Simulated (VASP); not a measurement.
# As in VASP: a series of runs

The runs below take As through single point, with PBE.

Program: VASP 6.6.1. These are calculated values, not measurements. Logs are shortened: lines on timing, memory, paths and dates and some standing lists are left out, and cuts for length are marked.

### Step 1. The structure

The cell holds a sheet with vacuum, 2 atoms: a = 3.604 Å, b = 3.604 Å, c = 26.600 Å, α = 90.00°, β = 90.00°, γ = 120.00°.

The cell was built by a generator and needn't be a form met in nature.

### Step 2. Single point, PBE

INCAR reads:

```
  PREC = Accurate
  ENCUT = 520
  EDIFF = 1E-6
  ISMEAR = 0
  SIGMA = 0.03
  LREAL = F
  LASPH = T
  NELM = 100
  ALGO = Fast
  ISIF = 2
  LWAVE = F
  LCHARG = F
  LDIPOL = T
  IDIPOL = 3
  DIPOL = 0.5 0.5 0.289
  GGA = PE
  NBANDS = 12
```

KPOINTS reads:

```
regular mesh
0
Gamma
  12 12 1
```

POSCAR reads:

```
As
1.0
    3.6043461308      0.0000000000      0.0000000000
   -1.8021730654      3.1214553133      0.0000000000
    0.0000000000      0.0000000000     26.6000000028
As
2
Direct
    0.3333333333      0.6666666667      0.2633267409
    0.6666666667      0.3333333333      0.3156206275
```

Potentials or basis: VASP PAW PBE potentials, release 64 (As).

The run is started by

```console
cat potpaw_PBE.64/As/POTCAR > POTCAR
mpirun -np 1 vasp_std > vasp.out
```

OUTCAR:

```text
PREC = Accurate
   ENCUT = 520
   EDIFF = 1E-6
   ISMEAR = 0
   LREAL = F
   LASPH = T
   NELM = 100
   ISIF = 2
   GGA = PE

 ion  position               nearest neighbor table
   1  0.333  0.667  0.263-   2 2.50   2 2.50   2 2.50
   2  0.667  0.333  0.316-   1 2.50   1 2.50   1 2.50

  LATTYP: Found a hexagonal cell.
 ALAT       =     3.6043461308
 C/A-ratio  =     7.3799793465

  Lattice vectors:

 A1 = (   3.6043461308,   0.0000000000,   0.0000000000)
 A2 = (  -1.8021730654,   3.1214553133,   0.0000000000)
 A3 = (   0.0000000000,   0.0000000000,  26.6000000028)

Analysis of symmetry for initial positions (statically):
=====================================================================
 Subroutine PRICEL returns:
 Original cell was already a primitive cell.

 Routine SETGRP: Setting up the symmetry group for a
 hexagonal supercell.

 Subroutine GETGRP returns: Found 12 space group operations
 (whereof  6 operations were pure point group operations)
 out of a pool of 24 trial point group operations.

The static configuration has the point symmetry C_3v.
 The point group associated with its full space group is D_3d.

Analysis of symmetry for dynamics (positions and initial velocities):
=====================================================================
 Subroutine PRICEL returns:
 Original cell was already a primitive cell.

 Routine SETGRP: Setting up the symmetry group for a
 hexagonal supercell.

 Subroutine GETGRP returns: Found 12 space group operations
 (whereof  6 operations were pure point group operations)
 out of a pool of 24 trial point group operations.

The dynamic configuration has the point symmetry C_3v.
 The point group associated with its full space group is D_3d.

 Subroutine INISYM returns: Found 12 space group operations
 (whereof  6 operations are pure point group operations),
 and found     1 'primitive' translations

----------------------------------------------------------------------------------------

                                     Primitive cell

  volume of cell :     299.2714

  direct lattice vectors                    reciprocal lattice vectors
     3.604346131  0.000000000  0.000000000     0.277442833  0.160181694  0.000000000
    -1.802173065  3.121455313  0.000000000     0.000000000  0.320363388  0.000000000
     0.000000000  0.000000000 26.600000003     0.000000000  0.000000000  0.037593985

  length of vectors
     3.604346131  3.604346131 26.600000003     0.320363388  0.320363388  0.037593985

  position of ions in fractional coordinates (direct lattice)
     0.333333333  0.666666667  0.263326741
     0.666666667  0.333333333  0.315620628
[... 92 lines left out ...]
  volume/ion in A,a.u.               =     149.64      1009.79
  Fermi-wavevector in a.u.,A,eV,Ry     =   0.527294  0.996442  3.782954  0.278039
  Thomas-Fermi vector in A             =   1.548390
   LORBIT       =      0    0 simple, 1 ext, 2 COOP (PROOUT), +10 PAW based schemes
   GGA     = PE    functional components
   LHFCALC =     F    Hartree Fock is set to
   AEXX    =    0.0000 exact exchange contribution
   IVDW    =     0    specifies the selected vdW correction
   LEPSILON=     F    determine dielectric tensor
   LRPA    =     F    only Hartree local field effects (RPA)
 non-spin polarized calculation
 RMM-DIIS sequential band-by-band and
 Gauss-broadening in eV      SIGMA  =   0.03
  energy-cutoff  :      520.00
  volume of cell :      299.27
 maximum number of plane-waves:      8115
 NGX is ok and might be reduce to    28
   NGX = 13   NGY = 13   NGZ = 99

 dipolmoment           0.000000      0.000000     -0.000018 electrons x Angstroem

 number of electron      10.0000000 magnetization

 dipolmoment           0.000000      0.000000      0.000002 electrons x Angstroem

 Free energy of the ion-electron system (eV)
  ---------------------------------------------------
  ext. energy  EPLUGINS =         0.00000000
  ---------------------------------------------------
  free energy    TOTEN  =        -9.33324083 eV

  energy without entropy =       -9.33324083  energy(sigma->0) =       -9.33324083

 E-fermi :  -3.8051     XC(G=0):  -1.9702

 val. band max:       -3.9742803616   @ k =   0.0000   0.0000   0.0000
 cond. band min:      -2.3391450052   @ k =   0.3333  -0.0000   0.0000
 fundamental gap:      1.6351353564
 Fermi energy:        -3.8051179296

 k-point     1 :       0.0000    0.0000    0.0000
  band No.  band energies     occupation
      1     -17.4441      2.00000
      2     -11.1109      2.00000
      3      -4.4910      2.00000
      4      -3.9743      2.00000
      5      -3.9743      2.00000
      6      -2.0256      0.00000
      7      -0.4612      0.00000
      8      -0.4612      0.00000
      9       0.8967      0.00000
     10       1.1470      0.00000
     11       1.5742      0.00000
     12       1.8822      0.00000
[... 256 lines left out ...]
 k-point    19 :       0.3333    0.3333    0.0000
  band No.  band energies     occupation
      1     -13.9019      2.00000
      2     -13.9019      2.00000
      3      -8.3283      2.00000
      4      -5.9313      2.00000
      5      -5.9313      2.00000
      6      -1.9347      0.00000
      7       0.6266      0.00000
      8       0.6266      0.00000
      9       4.1246      0.00000
     10       4.9443      0.00000
     11       4.9443      0.00000
     12       5.7334      0.00000

------------------------ aborting loop because EDIFF is reached ----------------------------------------

 vacuum level on the upper side and lower side of the slab       (xc-potential included)        -0.007        -0.007

  FORCE on cell =-STRESS in cart. coord.  units (eV):
  Direction    XX          YY          ZZ          XY          YZ          ZX
  --------------------------------------------------------------------------------------
  -------------------------------------------------------------------------------------
  Total        0.0872503      0.0872503      0.1221770      0.0000000     -0.0000000      0.0000000
  in kB        0.4671024      0.4671024      0.6540857      0.0000000     -0.0000000      0.0000000
  external PRESSURE =       0.5294302 kB  Pullay stress =       0.0000000 kB

 VOLUME and BASIS-vectors are now :
 -----------------------------------------------------------------------------
  energy-cutoff  :      520.00
  volume of cell :      299.27
      direct lattice vectors                 reciprocal lattice vectors
     3.604346131  0.000000000  0.000000000     0.277442833  0.160181694  0.000000000
    -1.802173065  3.121455313  0.000000000     0.000000000  0.320363388  0.000000000
     0.000000000  0.000000000 26.600000003     0.000000000  0.000000000  0.037593985

 POSITION                                       TOTAL-FORCE (eV/Angst)
 -----------------------------------------------------------------------------------
     -0.00000      2.08097      7.00449        -0.000000      0.000000     -0.089064
      1.80217      1.04049      8.39551         0.000000      0.000000      0.089064
 -----------------------------------------------------------------------------------
    total drift:                               -0.000000      0.000000      0.000005

  FREE ENERGIE OF THE ION-ELECTRON SYSTEM (eV)
  ---------------------------------------------------
  free  energy   TOTEN  =        -9.3332408289 eV

  energy  without entropy=       -9.3332408289  energy(sigma->0) =       -9.33324083

 vacuum level on the upper side and lower side of the slab         1.407         1.407
```

stdout:

```text
POSCAR found type information on POSCAR As
 POSCAR found :  1 types and       2 ions
 scaLAPACK will be used
 LDA part: xc-table for (Slater+PW92), standard interpolation
 POSCAR, INCAR and KPOINTS ok, starting setup
 FFT: planning ... GRIDC
 FFT: planning ... GRID_SOFT
 FFT: planning ... GRID
 WAVECAR not read
 entering main loop
```

Wall time 68 s (1 thread of Intel Xeon Platinum 8488C (Sapphire Rapids), shared host); peak memory 0.4 GiB.

Results:

```
Free energy            : -9.3332 eV
Largest force          : 0.089 eV/Å
Band gap on the k mesh : 1.64 eV, indirect (least direct gap 1.95 eV)
```

Forces on the atoms (eV/Å):
```
As   0.000  0.000 -0.089
As   0.000  0.000  0.089
```

PBE gaps usually lie below the measured ones, often by a third to a half.

### Step 3. Single point, PBE

This run uses another cell than the first one, of 86.42 Å³/atom, 0.578 times its volume.

INCAR reads:

```
PREC = Accurate ; ENCUT = 520
EDIFF = 1E-7 ; ISMEAR = 0
SIGMA = 0.03 ; LREAL = False
LASPH = True ; NELM = 100
ALGO = Fast ; ISIF = 2
LWAVE = False ; LCHARG = False
LDIPOL = True ; IDIPOL = 3
DIPOL = 0.5 0.5 0.500 ; GGA = PE
NBANDS = 12
```

KPOINTS reads:

```
Automatic mesh
0
Gamma
  12 12 1
```

POSCAR reads:

```
As
1.0
    3.6000000000      0.0000000000      0.0000000000
   -1.8000000000      3.1176914536      0.0000000000
    0.0000000000      0.0000000000     15.4000000000
As
2
Direct
    0.3333330000      0.6666670000      0.4545454545
    0.6666670000      0.3333330000      0.5454545455
```

Potentials or basis: VASP PAW PBE potentials, release 64 (As).

The run is started by

```console
cat potpaw_PBE.64/As/POTCAR > POTCAR
mpirun -np 1 vasp_std > vasp.out
```

OUTCAR:

```text
PREC = Accurate
   ENCUT = 520
   EDIFF = 1E-7
   ISMEAR = 0
   LREAL = False
   LASPH = True
   NELM = 100
   ISIF = 2
   GGA = PE

 ion  position               nearest neighbor table
   1  0.333  0.667  0.455-   2 2.51   2 2.51   2 2.51
   2  0.667  0.333  0.545-   1 2.51   1 2.51   1 2.51

  LATTYP: Found a hexagonal cell.
 ALAT       =     3.6000000000
 C/A-ratio  =     4.2777777778

  Lattice vectors:

 A1 = (   3.6000000000,   0.0000000000,   0.0000000000)
 A2 = (  -1.8000000000,   3.1176914536,   0.0000000000)
 A3 = (   0.0000000000,   0.0000000000,  15.4000000000)

Analysis of symmetry for initial positions (statically):
[... 469 lines left out ...]
  Direction    XX          YY          ZZ          XY          YZ          ZX
  --------------------------------------------------------------------------------------
  -------------------------------------------------------------------------------------
  Total        0.0902271      0.0902271     -0.0168828      0.0000000      0.0000000      0.0000000
  in kB        0.8363564      0.8363564     -0.1564945      0.0000000      0.0000000      0.0000000
  external PRESSURE =       0.5054061 kB  Pullay stress =       0.0000000 kB

 VOLUME and BASIS-vectors are now :
 -----------------------------------------------------------------------------
  energy-cutoff  :      520.00
  volume of cell :      172.84
      direct lattice vectors                 reciprocal lattice vectors
     3.600000000  0.000000000  0.000000000     0.277777778  0.160375075  0.000000000
    -1.800000000  3.117691454  0.000000000     0.000000000  0.320750150  0.000000000
     0.000000000  0.000000000 15.400000000     0.000000000  0.000000000  0.064935065

 POSITION                                       TOTAL-FORCE (eV/Angst)
 -----------------------------------------------------------------------------------
     -0.00000      2.07846      7.00000        -0.000000      0.000000      0.011225
      1.80000      1.03923      8.40000         0.000000     -0.000000     -0.011225
 -----------------------------------------------------------------------------------
    total drift:                                0.000000     -0.000000      0.000000

  FREE ENERGIE OF THE ION-ELECTRON SYSTEM (eV)
  ---------------------------------------------------
  free  energy   TOTEN  =        -9.3331863078 eV

  energy  without entropy=       -9.3331863078  energy(sigma->0) =       -9.33318631

 vacuum level on the upper side and lower side of the slab         2.356         2.356
```

stdout:

```text
POSCAR found type information on POSCAR As
 POSCAR found :  1 types and       2 ions
 scaLAPACK will be used
 LDA part: xc-table for (Slater+PW92), standard interpolation
 POSCAR, INCAR and KPOINTS ok, starting setup
 FFT: planning ... GRIDC
 FFT: planning ... GRID_SOFT
 FFT: planning ... GRID
 WAVECAR not read
 entering main loop
```

Run time: 47 s. Hardware: 1 thread of Intel Xeon Platinum 8488C (Sapphire Rapids), shared host; peak memory 0.27 GiB.

Results:

* Free energy: -9.3332 eV
* Largest force: 0.011 eV/Å
* Band gap on the k mesh: 1.59 eV, indirect (least direct gap 1.95 eV)

Forces on the atoms (eV/Å):
```
As   0.000  0.000  0.011
As   0.000  0.000 -0.011
```
